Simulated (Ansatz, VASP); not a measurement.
Given: the input of a run of VASP 6.6.1 on PtS2.

File INCAR:

```
SYSTEM = PtS2
PREC = Accurate
ENCUT = 520
EDIFF = 1E-7
ISMEAR = -1
SIGMA = 0.05
LREAL = .FALSE.
LASPH = .TRUE.
NELM = 100
ALGO = Normal
ISIF = 2
LWAVE = .FALSE.
LCHARG = .FALSE.
GGA = CA
NBANDS = 18
```

The input KPOINTS:

```
Automatic mesh
0
G
  9 9 5
  0 0 0
```

File POSCAR:

```
PtS2
1.0
    3.5898263996      0.0000000000      0.0000000000
   -1.7949131998      3.1088808573      0.0000000000
    0.0000000000      0.0000000000      5.1051076040
Pt S
1 2
Direct
    0.0000000000      0.0000000000      0.0000000000
    0.6666666667      0.3333333333      0.7730000000
    0.3333333333      0.6666666667      0.2270000000
```

Potentials or basis: VASP PAW LDA potentials, release 64 (Pt, S).

Command:

```sh
$ cat potpaw_LDA.64/Pt/POTCAR potpaw_LDA.64/S/POTCAR > POTCAR
$ mpirun -np 1 vasp_std > vasp.out
```

**Question.** Set up the same calculation for Ansatz 0.2.0. Potentials there: Ansatz PAW.

**Answer.** As run (the cutoff follows the program's own potentials):

Contents of input.yaml:

```yaml
crystal:
  lattice:
    - [3.5898263996, 0.0, 0.0]
    - [-1.7949131998, 3.1088808573, 0.0]
    - [0.0, 0.0, 5.105107604]
  atoms:
    - { symbol: Pt, position: [0.0, 0.0, 0.0] }
    - { symbol: S, position: [0.6666666667, 0.3333333333, 0.773] }
    - { symbol: S, position: [0.3333333333, 0.6666666667, 0.227] }
hamiltonian:
  xc: lda
  pseudopotentials: { kind: paw }
kpoints:
  mp_grid: { grid: [9, 9, 5] }
scf:
  occupations: { method: fermi_dirac, width: 0.05 }
output:
  forces: true
  stress: true
  eigenvalues: true
```

Potentials or basis: Ansatz PAW.

Run with:

```sh
$ ansatz run input.yaml --threads 2 --pin off --max-ram 5632MiB --backend cpu --events-out ev --progress --plain --runs-dir out
```

Both were run:

|  | VASP | Ansatz | Ansatz less VASP |
| --- | --- | --- | --- |
| gap on the k mesh at the Fermi level (eV) | 0.87 | 0.86 | -0.008 |
| least direct gap on the mesh (eV) | 0.92 | 0.91 | -0.005 |
| pressure (GPa) | -2.3 | -2.3 | +0.05 |
| largest component of the traceless stress (GPa) | 1.59 | 1.57 | -0.016 |
| rms of the force components (eV/Å) | 0.115 | 0.114 | -0.0005 |

Atom by atom the forces differ by 0.001 eV/Å (rms over components). The two sets of potentials don't hold the same shells in valence.

Caveats: spin-orbit coupling is left out, which moves the levels of the heavy elements; an odd mesh through Γ misses points on the zone boundary, where band edges often lie (VASP); odd divisions of the mesh miss points on the zone boundary, where band edges often lie, so the gap on the mesh can be too wide (Ansatz); the PAW data sets come from PBE, with cores solved anew for the run's functional, which leaves a small shift of forces and pressure (Ansatz). Expect the measured gap to be larger: semilocal functionals such as LDA lack the derivative discontinuity.
